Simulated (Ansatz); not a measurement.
# GaN: the cost of one run

Method: DFT PBEsol, scalar-relativistic, plane waves, PAW, in Ansatz 0.2.0.

4 further runs of the same task are left out: 4 set aside as unsound or not needed. Runs told in other sessions of the task aren't counted.

### Step 1. The system as given

The cell holds 36 atoms (Ga17N18Pb): a = 7.568 Å, b = 7.568 Å, c = 7.568 Å, α = 78.22°, β = 78.22°, γ = 78.22°.

The coordinates of this cell stand in the input of its own run.

The host was relaxed before at PBEsol: a = 3.183 Å, b = 3.183 Å, c = 5.185 Å, α = 90.00°, β = 90.00°, γ = 120.00° (conventional cell), 11.372 Å³/atom.

Places, in fractions of the supercell: Pb in place of Ga at (0.056, 0.056, 0.389). The start keeps the symmetry of the ideal site.

### Step 2. Band edges of the host over the zone

Contents of input.yaml:

```yaml
crystal:
  lattice:
    - [3.1828016802, 0.0, 0.0]
    - [-1.5914008401, 2.7563871102, 0.0]
    - [0.0, 0.0, 5.1851997849]
  atoms:
    - { symbol: Ga, position: [0.6666666667, 0.3333333333, 0.4991747699] }
    - { symbol: Ga, position: [0.3333333333, 0.6666666667, 0.9991747699] }
    - { symbol: "N", position: [0.6666666667, 0.3333333333, 0.8758252301] }
    - { symbol: "N", position: [0.3333333333, 0.6666666667, 0.3758252301] }
basis:
  ecutwfc: 420
  xc_grid: 2
kpoints:
  mp_grid: { grid: [9, 9, 6] }
  band_path: { path: [VBM, CBM], npoints: 2 }
hamiltonian:
  xc: pbesol
scf:
  occupations: { method: gaussian, width: 0.02 }
output:
  forces: true
  stress: true
  eigenvalues: true
```

Started as:

```console
$ ansatz run input.yaml --threads 8 --pin off --max-ram 16384MiB --backend cpu --events-out ev --progress --plain --runs-dir out
```

**Question.** How long does this run take on 8 threads of AMD EPYC 9B14 (Zen 4), shared host, and how much memory does it need?

About 1.2 s, with a peak of 0.5 GiB.
